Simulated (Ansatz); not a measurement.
**Debugging a calculation of TiO₂**

Someone meant to compute TiO₂ with r2SCAN, plane waves and PAW in Ansatz and wrote this input.

```yaml
crystal:
  lattice:
    - [2.706034, -2.706655, 0.0]
    - [2.706034, 2.706655, 0.0]
    - [-2.633531, 0.0, 4.796637]
  atoms:
    - { symbol: Ti, position: [0.0947175778, 0.8691075918, 0.2422258614] }
    - { symbol: Ti, position: [0.9000912455, 0.1623504421, 0.7884914682] }
    - { symbol: O, position: [0.3413271259, 0.0941653311, 0.6570125825] }
    - { symbol: O, position: [0.6699812264, 0.920283193, 0.3483756267] }
    - { symbol: O, position: [0.9535829897, 0.6386725522, 0.8575072003] }
    - { symbol: O, position: [0.1288666961, 0.3071137984, 0.179489249] }
basis:
  ecutwfc: 500
kpoints:
  mp_grid: { grid: [6, 6, 4] }
hamiltonian:
  xc: r2scan
scf:
  occupations: { method: gaussian, width: 0.02 }
output:
  forces: true
  stress: true
  eigenvalues: true
relax:
  adjacent_minimum: "off"
  f_tol: 0.005
  max_steps: 1
  cell: { stress_tol: 0.05 }
```

Command:

```bash
ansatz run input.yaml --threads 1 --pin off --max-ram 2560MiB --backend cpu --events-out ev --progress --plain --runs-dir out
```

From the log (HF is the Harris–Foulkes energy, dr2 the density residual in eV):

```text
Pseudopotential: Ti, paw, valence charge 12, recommended cutoff 500 eV (meta_gga)
Pseudopotential: O, paw, valence charge 6, recommended cutoff 500 eV (meta_gga)
Crystal: 6 atoms, lattice volume = 70.264 Å³
Basis set: ecut = 500 eV, 1741 PW (Γ), exchange–correlation on 120×120×160 points (64 copies of the dense FFT grid, shifted against one another)
Bands: 30, of which v1, the nominal top of the filled ones, is band 24 counted from 1 (23 counted from 0)
Symmetry: 1 space group operations
Space group: P1 (ITA 1), of the structure as read, at distance tolerance 4.1e-5 Å
k-points: 76 of 144 (time reversal used)
PAW frozen core: Ti, regenerated for the run's functional (the file was generated under x = pbe(κ = 0.804, μ = 0.2195), c = pbe(β = 0.0667))
PAW frozen core: O, regenerated for the run's functional (the file was generated under x = pbe(κ = 0.804, μ = 0.2195), c = pbe(β = 0.0667))
Initial density: superposition of atomic densities, corrected by the library's trained network
SCF iter   1: HF=-7291.748482 eV  Δρ=2.62e-2  dr2=5.78e-1  dr2_τ=4.09e-1
SCF iter   2: HF=-7291.788243 eV  Δρ=1.31e-2  dr2=6.48e-2  dr2_τ=3.22e-2
SCF iter   3: HF=-7291.779766 eV  Δρ=4.07e-3  dr2=7.34e-3  dr2_τ=6.11e-4
SCF iter   4: HF=-7291.779834 eV  Δρ=1.27e-3  dr2=6.93e-4  dr2_τ=1.41e-4
   ...
SCF iter  10: HF=-7291.779895 eV  Δρ=2.68e-6  dr2=4.51e-9  dr2_τ=6.69e-10
SCF iter  11: HF=-7291.779895 eV  Δρ=1.29e-6  dr2=9.37e-10  dr2_τ=1.50e-10
SCF iter  12: F=-7291.779895 eV  HF=-7291.779895 eV  Δρ=3.01e-7  dr2=5.38e-11  dr2_τ=6.34e-12
SCF 1 converged in 12 iterations: F = -7291.779895 eV  dr2 = 5.38e-11
relax step   1: F+E_penalty+E_count = -7291.77989482 eV  Δ(F+E_penalty+E_count) = +0.000e0 eV  max|allowed force component| = 3.895e0 eV/Å  Δτ_max = 0.0000 Å  P = +2.328 GPa  Ω = 70.264 Å³  (12 SCF iters, accepted)
Step failed. What follows is not a result of the run: it is the report of the last solve that finished, which converged after 12 SCF iterations.
Free energy (F): -7291.779895 eV
E sigma→0 (E₀):  -7291.779895 eV
Fermi energy:    8.016733 eV
--- Forces (eV/Å), atoms counted from 1 ---
  atom   1  Ti    -0.56244803    -0.44853393     3.89454638
  atom   2  Ti    -1.32905494    -1.69122451    -3.48984756
  atom   3  O     -0.75620855    -0.08374416     1.45226783
  atom   4  O      0.61603611    -1.24888848    -0.58545126
  atom   5  O      1.74341452     2.21010565    -0.99263493
  atom   6  O      0.28826449     1.26227553    -0.27887798
--- Stress (GPa, compression-positive) ---
        0.783925      15.421740      -1.613812
       15.421743       0.496845       2.089026
       -1.613809       2.089023       5.703170
  P = ⅓ Tr σ = 2.3280 GPa (23.280 kbar)
```

Question: Name the fault and the cure.

Answer: The fault is a relaxation cut at too few steps. Forces or stress still stood over their tolerances at the last step allowed. The cure is more steps.

Mended input, as a difference:

```diff
 relax:
-  max_steps: 1
+  max_steps: 100
```

The mended run converges, with a pressure of 0.00 GPa, a largest force of 0.004 eV/Å, a gap on the mesh of 2.58 eV.

The mended run took 5.6 min on 1 thread of Arm Neoverse V1 (shared host), peak memory 0.56 GiB.